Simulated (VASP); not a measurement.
ZrSe2: relaxation of cell and atoms with PBE+D3(BJ)

ZrSe2:

```
Zr Se
1.0
     3.79800    0.00000    0.00000
    -1.89900    3.28916    0.00000
     0.00000    0.00000    6.19200
Zr Se
1 2
Cartesian
  0.0000 0.0000 0.0000
  0.0000 2.1928 1.5480
  1.8990 1.0964 4.6440
```

```yaml
Program: VASP 6.6.1
Task: relaxation of cell and atoms
Functional: PBE
Dispersion: D3(BJ)
Potentials_or_basis: VASP PAW PBE potentials, release 64 (Zr_sv, Se)
Cutoff: 600 eV
k_mesh: 9 × 9 × 5
Occupations: gaussian, width 0.03 eV
Spin: no spin polarisation
Further_INCAR_settings: ALGO = Normal; EDIFF = 1e-06; IBRION = 2; EDIFFG = -0.01; NSW = 90; ISIF = 3
```

- Relaxed volume: 24.35 Å³/atom
- Relaxed cell: a = 3.740 Å, b = 3.740 Å, c = 6.028 Å, α = 90.00°, β = 90.00°, γ = 120.00°
- Space group after relaxing (to 0.05 Å): P-3m1 (No. 164)
- Energy gained by relaxing: 11.2 meV/atom
- Ionic steps: 15
- Pressure after relaxing: 0.0 GPa
- Band gap on the k mesh: 0.05 eV, indirect (least direct gap 0.93 eV)
- Dispersion energy per atom: -0.405 eV

Stress tensor (GPa, compression positive):
```
-0.05  0.00  0.00
 0.00 -0.05  0.00
 0.00  0.00  0.04
```

Step by step:
```tsv
step	energy change (eV)	largest force (eV/Å)	pressure (GPa)	volume (Å³)
1	0.0000	0.3158	-0.45	77.35
2	-0.0147	0.2208	-0.25	76.54
3	-0.0201	0.1203	-0.05	75.74
4	-0.0234	0.0781	-0.26	75.51
5	-0.0293	0.0461	-0.82	74.83
6	-0.0299	0.1058	-1.05	74.51
7	-0.0311	0.0914	-0.91	74.25
8	-0.0332	0.0493	-0.45	73.48
9	-0.0312	0.0363	0.54	71.94
10	-0.0335	0.0243	-0.19	73.08
11	-0.0335	0.0227	-0.19	73.05
12	-0.0334	0.0115	-0.05	72.85
13	-0.0335	0.0212	-0.15	73.02
14	-0.0335	0.0160	-0.12	73.02
15	-0.0337	0.0013	-0.02	73.04
```

Final structure:
```
Zr Se
1.0
     3.74035    0.00000    0.00000
    -1.87018    3.23924    0.00000
     0.00000    0.00000    6.02807
Zr Se
1 2
Direct
  0.00000 0.00000 0.00000
  0.33333 0.66667 0.26500
  0.66667 0.33333 0.73500
```

Levels at points of the mesh, in eV from the valence-band top:
```csv
k point,band 8,band 9,band 10,band 11,band 12,band 13,band 14,band 15,band 16
"(0.00, 0.00, 0.00)",-2.77,-2.77,-0.12,-0.12,0.00,0.93,0.93,1.22,3.94
```

Wall time 2.2 min on 4 MPI ranks on AMD EPYC 9R14 (Zen 4), with other jobs on the host, peak memory 0.26 GiB a rank.

Caveat: an odd mesh through Γ misses points on the zone boundary, where band edges often lie.
